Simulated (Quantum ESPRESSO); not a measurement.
MgO in Quantum ESPRESSO: the effect of functional

Crystal: MgO.

```
Mg O
1.0
     0.00000    2.09700    2.09700
     2.09700    0.00000    2.09700
     2.09700    2.09700    0.00000
Mg O
1 1
Direct
  0.00000 0.00000 0.00000
  0.50000 0.50000 0.50000
```

The cell is a database's computed one.

Alike in all runs:

```yaml
Program: Quantum ESPRESSO 7.5
Task: dielectric tensor
Cutoff: 1143 eV
Density_cutoff: 4572 eV
k_mesh: 8 × 8 × 8, shifted
Occupations: fermi-dirac, width 0.05 eV
Spin: no spin polarisation
```

Problem. One run gave: pressure 9.6 GPa; dielectric constant 3.09 mean. Which functional did it use?
A. BLYP
B. AM05
C. PBEsol
D. PBE
E. WC

Solution. A.

| functional | potentials or basis | pressure (GPa) | dielectric constant (mean) |
| --- | --- | --- | --- |
| LDA | PseudoDojo 0.4.1 SR LDA standard | -4.0 | 3.20 |
| PBE | PseudoDojo 0.4.1 SR PBE standard | 6.7 | 3.18 |
| PBEsol | PseudoDojo 0.4.1 SR PBEsol standard | 2.3 | 3.22 |
| WC | PseudoDojo 0.4.1 SR PBE standard | 3.1 | 3.21 |
| BLYP | PseudoDojo 0.4.1 SR PBE standard | 9.6 | 3.09 |
| AM05 | PseudoDojo 0.4.1 SR PBE standard | 3.5 | 3.22 |

Caveats: the cell is more than 3 GPa from zero pressure, which shifts response properties (some runs); the potentials were made for another functional, which shifts forces and pressure (some runs).

Not every run made on this cell is shown here.
